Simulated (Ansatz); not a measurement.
## CsPbCl3 (model cell, started as cubic perovskite with Pb in the octahedra): a soft mode frozen in

Wanted: the energy along a soft mode of CsPbCl3 (model cell, started as cubic perovskite with Pb in the octahedra) and the structure at the end.

Method: DFT PBEsol, scalar-relativistic, plane waves, PAW; PAW set soft_1, in Ansatz 0.2.0.

Report form: the programs' logs are mostly left out.

## 1. The starting structure

The structure is cubic, space group Pm-3m (No. 221). The conventional cell has a = 5.618 Å, b = 5.618 Å, c = 5.618 Å, α = 90.00°, β = 90.00°, γ = 90.00°. Cs has 12 Cl at 3.97 Å nearest. Nearest to Pb lie 6 Cl at 2.81 Å. Nearest to Cl lie 2 Pb at 2.81 Å and 4 Cs at 3.97 Å. Farther neighbours and most contacts between anions are not listed.

## 2. The dispersion

The cell comes from relaxations at this level that are not shown. Stability and thermal properties need the whole zone. Linear response on a 2×2×2 q mesh gives force constants as far as a supercell of that size would, and the tensors from the zone-centre run are typed in so that the long-range dipole term is interpolated apart.

The input, input.yaml:

```yaml
crystal:
  lattice:
    - [5.6180085334, 0.0, 0.0]
    - [0.0, 5.6180085334, 0.0]
    - [0.0, 0.0, 5.6180085334]
  atoms:
    - { symbol: Cs, position: [0.0, 0.0, 0.0] }
    - { symbol: Pb, position: [0.5, 0.5, 0.5] }
    - { symbol: Cl, position: [0.5, 0.5, 0.0] }
    - { symbol: Cl, position: [0.5, 0.0, 0.5] }
    - { symbol: Cl, position: [0.0, 0.5, 0.5] }
kpoints:
  mp_grid: { grid: [8, 8, 8] }
hamiltonian:
  xc: pbesol
  pseudopotentials: { kind: paw, azcp: { folder: soft_1 }, xc_functional: pbe }
scf:
  occupations: { method: fixed }
output:
  eigenvalues: true
phonons:
  method: dfpt
  qmesh: [2, 2, 2]
  temperatures: { t_max: 1000, t_step: 50 }
  qpath:
    path:
      - [[0.0, 0.0, 0.0], [0.0, 0.5, 0.0], [0.5, 0.5, 0.0], [0.0, 0.0, 0.0], [0.5, 0.5, 0.5], [0.0, 0.5, 0.0]]
      - [[0.5, 0.5, 0.5], [0.5, 0.5, 0.0]]
    npoints: 10
  non_analytic_term:
    high_frequency_dielectric_tensor: [[4.0408, 0.0, 0.0], [0.0, 4.0408, 0.0], [0.0, 0.0, 4.0408]]
    born_effective_charges:
      - { species: Cs, tensor: [[1.3223, 0.0, 0.0], [0.0, 1.3223, 0.0], [0.0, 0.0, 1.3223]] }
      - { species: Pb, tensor: [[3.9499, 0.0, 0.0], [0.0, 3.9499, 0.0], [0.0, 0.0, 3.9499]] }
      - { species: Cl, tensor: [[-0.7258, 0.0, 0.0], [0.0, -0.7258, 0.0], [0.0, 0.0, -3.8207]] }
      - { species: Cl, tensor: [[-0.7258, 0.0, 0.0], [0.0, -3.8207, 0.0], [0.0, 0.0, -0.7258]] }
      - { species: Cl, tensor: [[-3.8207, 0.0, 0.0], [0.0, -0.7258, 0.0], [0.0, 0.0, -0.7258]] }
    source: "zone-centre run at this cell"
```

Command:

```console
> ansatz run input.yaml --threads 4 --pin off --max-ram 16384MiB --backend cpu --events-out ev --progress --plain --runs-dir out
```

It took 6.8 min on 4 threads of Arm Neoverse V1, shared host; peak memory 1.9 GiB; 27 min of CPU time.

Numbers from this step:

| Item | Value |
| --- | --- |
| gap on the k-mesh | 1.842 eV |
| volume per atom | 35.46 Å³ |
| sum-rule residual before enforcement | 5.11e-5 eV/Å² |
| lowest frequency on the path | -47.99 cm⁻¹ |
| point group | m-3m |
| highest frequency on the path or at a solved wavevector | 262.9 cm⁻¹ |
| highest optical mode at the zone centre (no LO-TO term) | 136.3 cm⁻¹ |
| lowest optical zone-centre mode | -21.53 cm⁻¹ |
| lowest mode on the q mesh (acoustic modes at Γ apart) | -47.99 cm⁻¹ |

Frequencies (cm⁻¹) solved at each irreducible wavevector; negative means imaginary. Frequencies by wavevector, by row:

```
q in reciprocal lattice units  star  mode 1  mode 2  mode 3  mode 4  mode 13  mode 14  mode 15
                        0 0 0     1   -21.5   -21.5   -21.5       0    136.3    136.3    136.3
                     0 0 -0.5     3   -13.3   -13.3    10.5    10.5    136.5    136.5    248.1
                  0 -0.5 -0.5     3   -47.5   -20.6   -20.6     7.9    136.6    220.9    256.9
               -0.5 -0.5 -0.5     1     -48     -48     -48   -11.7    220.6    220.6    262.9
```

Interpolated from a 2×2×2 q mesh, with the LO-TO term (at Γ the limit along the path; where Γ stands inside the path, tables give the limit on arrival). Phonon branches along the path, in cm⁻¹:

```
    point  branch 1  branch 2  branch 3  branch 4  branch 12  branch 13  branch 14  branch 15
        Γ       -22       -22         0         0         56        136        136        232
  halfway       -18       -18        10        10         88        136        136        240
        X       -13       -13        10        10        111        136        136        248
  halfway       -35       -14        -8         7        107        136        188        249
        M       -48       -21       -21         8        103        137        221        257
  halfway       -28       -14       -13        17         88        136        176        236
        Γ       -22       -22         0         0         56        136        136        232
  halfway       -29       -25       -25         9         88        178        178        235
        R       -48       -48       -48       -12         98        221        221        263
  halfway       -37       -33       -25        -9        105        180        194        250
        X       -13       -13        10        10        111        136        136        248
jump to R       -48       -48       -48       -12         98        221        221        263
  halfway       -48       -36       -36        -5        101        186        221        257
        M       -48       -21       -21         8        103        137        221        257
```

Symmetry leaves 4 wavevectors to solve. The lowest mode among them, the acoustic zeros apart, lies at q = (-0.5, -0.5, -0.5) and is imaginary, 48.0i cm⁻¹, so the energy falls along it.

## 3. The mode frozen in, largest atomic shift 0 Å

The mode followed lies at q = (-0.5, -0.5, -0.5) with frequency 48.0i cm⁻¹ and is 3-fold degenerate, the softest among the wavevectors solved. At small amplitude the distorted cell has space group no. 74 by a symmetry search on the positions. The undistorted cell that holds it gives the zero of energy on the same k mesh.

System of this step: CsPbCl3 (model cell, started as cubic perovskite with Pb in the octahedra). The structure is cubic, space group Pm-3m (No. 221). Conventional cell: a = 5.618 Å, b = 5.618 Å, c = 5.618 Å, α = 90.00°, β = 90.00°, γ = 90.00°. Nearest to Cs lie 12 Cl at 3.97 Å. Pb has 6 Cl at 2.81 Å nearest. Cl has 2 Pb at 2.81 Å and 4 Cs at 3.97 Å nearest. Farther neighbours and most contacts between anions are not listed.

The input, input.yaml:

```yaml
crystal:
  lattice:
    - [5.6180085334, 5.6180085334, 0.0]
    - [5.6180085334, 0.0, 5.6180085334]
    - [5.6180085334, 0.0, -5.6180085334]
  atoms:
    - { symbol: Cs, position: [0.0, 0.0, 0.0] }
    - { symbol: Cs, position: [0.0, 0.5, 0.5] }
    - { symbol: Pb, position: [0.5, 0.25, 0.75] }
    - { symbol: Pb, position: [0.5, 0.75, 0.25] }
    - { symbol: Cl, position: [0.5, 0.0, 1.0] }
    - { symbol: Cl, position: [0.5, 0.5, 0.5] }
    - { symbol: Cl, position: [0.0, 0.0, 0.5] }
    - { symbol: Cl, position: [0.0, 0.5, 0.0] }
    - { symbol: Cl, position: [0.5, 0.0, 0.5] }
    - { symbol: Cl, position: [0.5, 0.5, 0.0] }
kpoints:
  mp_grid: { grid: [6, 6, 6] }
hamiltonian:
  xc: pbesol
  pseudopotentials: { kind: paw, azcp: { folder: soft_1 }, xc_functional: pbe }
scf:
  occupations: { method: gaussian, width: 0.02 }
output:
  forces: true
  stress: true
  eigenvalues: true
```

The job ended after 6.7 s (4 threads; peak memory 0.91 GiB; 25 s of CPU time).

Numbers from this step:

```
pressure                         : -0.001303 GPa
energy from the undistorted cell : 0 meV/atom
```

At this level the gap is 1.84 eV on the k-mesh of the self-consistent run, which can miss the band edges.

## 4. The mode frozen in, largest atomic shift 0.6 Å

The atoms are moved along the unstable eigenvector, the largest shift by 0.6 Å, with the cell fixed.

input.yaml, the sections that differ from step 3:

```yaml
crystal:
  lattice:
    - [5.6180085334, 5.6180085334, 0.0]
    - [5.6180085334, 0.0, 5.6180085334]
    - [5.6180085334, 0.0, -5.6180085334]
  atoms:
    - { symbol: Cs, position: [0.0, 0.0, 0.0] }
    - { symbol: Cs, position: [0.0, 0.5, 0.5] }
    - { symbol: Pb, position: [0.5, 0.25, 0.75] }
    - { symbol: Pb, position: [0.5, 0.75, 0.25] }
    - { symbol: Cl, position: [0.5755185874, -0.0755185874, 0.9244814126] }
    - { symbol: Cl, position: [0.4244814126, 0.5755185874, 0.5755185874] }
    - { symbol: Cl, position: [0.0, 0.0377592937, 0.4622407063] }
    - { symbol: Cl, position: [0.0, 0.4622407063, 0.0377592937] }
    - { symbol: Cl, position: [0.5, 0.0377592937, 0.4622407063] }
    - { symbol: Cl, position: [0.5, 0.4622407063, 0.0377592937] }
# kpoints, hamiltonian, scf, output: as in step 3
```

It took 17 s on 4 threads; peak memory 1.2 GiB.

Numbers from this step:

- pressure: -0.4587 GPa
- gap on the k-mesh: 2.212 eV
- energy from the undistorted cell: -10.15 meV/atom

The energy, extrapolated to zero smearing, is -10.15 meV/atom against the undistorted cell.

The run ends at a pressure of -0.46 GPa, with forces up to 0.12 eV/Å.

## 5. Energy along the mode, all amplitudes (two of the runs are shown above)

An imaginary frequency means negative curvature, so the energy should fall and then rise again as anharmonic terms take over.

Numbers from this step:

```
depth at the lowest point sampled  : 10.15 meV/atom
largest atomic shift at that point : 0.6 Å
```

Energy from the parent against largest atomic shift:

```
largest atomic shift (Å)  energy from the parent (meV/atom)
                   0.000                                  0
                   0.040                             -0.096
                   0.080                              -0.38
                   0.140                              -1.14
                   0.220                              -2.70
                   0.320                              -5.22
                   0.450                              -8.53
                   0.600                              -10.2
```

Displacement at unit largest shift by atom:

```
atom   x (Å)   y (Å)   z (Å)   size
 Cs1   0.000   0.000   0.000  0.000
 Cs2   0.000   0.000   0.000  0.000
 Pb3   0.000   0.000   0.000  0.000
 Pb4   0.000   0.000   0.000  0.000
 Cl5  -0.707   0.707   0.000  1.000
 Cl6   0.707  -0.707   0.000  1.000
 Cl7   0.000   0.000   0.707  0.707
 Cl8   0.000   0.000  -0.707  0.707
 Cl9   0.000   0.000   0.707  0.707
Cl10   0.000   0.000  -0.707  0.707
```

The lowest of the steps tried is the last one, at 0.6 Å, 10.2 meV/atom below the parent; the bottom of the well need not coincide with a step.

## 6. Relaxing from the distorted cell

Starting from the lowest point found, all atoms and the cell are let go, so that strain and other modes of the same symmetry can join in.

input.yaml: that of step 4 with these lines changed.

```diff
@@ -22,3 +22,3 @@
 scf:
-  occupations: { method: gaussian, width: 0.02 }
+  occupations: { method: fixed }
 output:
@@ -27 +27,6 @@
   eigenvalues: true
+relax:
+  adjacent_minimum: "off"
+  f_tol: 0.002
+  max_steps: 120
+  cell: { stress_tol: 0.03 }
```

It took 96 s on 4 threads; peak memory 1.2 GiB; 6.3 min of CPU time.

Relaxation path:

```
step  energy less that of the first step (eV)  largest force component (eV/Å)  pressure (GPa)  volume (Å³)
   1                                   0.0000                          0.0868           -0.46       354.63
   2                                  -0.0215                          0.0613           -0.16       349.87
   3                                  -0.0357                          0.0231            0.04       346.27
   4                                  -0.0389                          0.0069            0.00       345.71
   5                                  -0.0391                          0.0008            0.00       345.83
  6*                                  -0.0387                          0.0008            0.00       345.83
```

Relaxation steps marked * repeat the geometry before them on a plane-wave basis chosen anew for their cell, so energy and pressure can jump there.

The run keeps the 8 symmetry operations that it works with, so distortions that break them were not tested.

```
conventional cell, symmetrised  before   after  change
                         a (Å)   7.945   7.817  -1.6 %
                         b (Å)  11.236  11.066  -1.5 %
                         c (Å)   7.945   7.995  +0.6 %
              volume (Å³/atom)   35.46   34.58  -2.5 %
```

The atoms that moved most (Å, as changes of fractional coordinates times the final cell):

```
atom      dx      dy      dz  length
 Cs2  -0.066   0.066   0.000   0.093
 Cs1   0.066  -0.066   0.000   0.093
 Cl9   0.000   0.000   0.086   0.086
Cl10   0.000   0.000  -0.086   0.086
 Cl7   0.000   0.000   0.086   0.086
 Cl8   0.000   0.000  -0.086   0.086
 Cl6   0.033  -0.033   0.000   0.046
 Cl5  -0.033   0.033   0.000   0.046
```

This step gave:

| Item | Value |
| --- | --- |
| pressure | 0.001183 GPa |
| gap on the k-mesh | 2.215 eV |
| volume per atom | 34.58 Å³ |

The distorted start has space group Imma; the relaxation ends in Imma.

## 7. The new phase in its own primitive cell

The relaxed structure is symmetrised, reduced to its primitive cell and relaxed tightly, as its phonons need.

input.yaml, the sections that differ from step 6:

```yaml
crystal:
  lattice:
    - [-3.9084652934, 5.5331968505, 3.997745487]
    - [3.9084652934, -5.5331968505, 3.997745487]
    - [3.9084652934, 5.5331968505, -3.997745487]
  atoms:
    - { symbol: Cs, position: [0.7616665535, 0.0116665535, 0.75] }
    - { symbol: Cs, position: [0.2383334465, 0.9883334465, 0.25] }
    - { symbol: Pb, position: [0.0, 0.5, 0.5] }
    - { symbol: Pb, position: [0.5, 0.5, 0.0] }
    - { symbol: Cl, position: [0.6686953218, 0.4186953218, 0.25] }
    - { symbol: Cl, position: [0.3313046782, 0.5813046782, 0.75] }
    - { symbol: Cl, position: [0.7954881549, 0.5, 0.7954881549] }
    - { symbol: Cl, position: [0.2045118451, 0.5, 0.2045118451] }
    - { symbol: Cl, position: [0.7954881549, 0.0, 0.2954881549] }
    - { symbol: Cl, position: [0.2045118451, 0.0, 0.7045118451] }
relax:
  adjacent_minimum: "off"
  f_tol: 0.001
  max_steps: 60
  cell: { stress_tol: 0.01 }
# kpoints, hamiltonian, scf, output: as in step 6
```

The job ended after 48 s (4 threads; peak memory 1.2 GiB; 3.2 min of CPU time).

Little changed from the start: no atom moved by 0.005 Å and no cell edge by 0.1 %.

This step gave:

```
pressure           : 5.67e-4 GPa
direct gap on mesh : 2.215 eV
```

The largest force component left is 0.34 meV/Å and the pressure is 0.001 GPa, within the tolerances set. The cell now holds 34.58 Å³/atom.

(Part 1 of 2 ends here.)

[Logs are printed without paths, hosts, clocks, repeated set-up lines and the standing remarks that a program may print on its own settings, such as how far it seeks lower states.]

[Hosts, paths, dates, database ids (printed as entryN), source tags and the programs' standing remarks are cut or masked in the printed files.]
